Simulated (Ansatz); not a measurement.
Structure types of Sn were relaxed at one common pressure (all-electron LAPW in Ansatz 0.2.0 under PBE, scalar-relativistic, no spin polarisation, zero temperature). They take these volumes:

```json
{"type": "bcc", "space group": "Im-3m", "V (Å³/atom)": "13.75"}
{"type": "hcp", "space group": "P6_3/mmc", "V (Å³/atom)": "13.72"}
{"type": "dhcp", "space group": "P6_3/mmc", "V (Å³/atom)": "13.78"}
{"type": "diamond", "space group": "Fd-3m", "V (Å³/atom)": "16.77"}
{"type": "beta tin", "space group": "I4_1/amd", "V (Å³/atom)": "14.13"}
```

Task: At about which pressure, and is the densest type also the lowest in enthalpy?

Result: 180 GPa. The densest is hcp, and it is also the lowest in enthalpy among these.
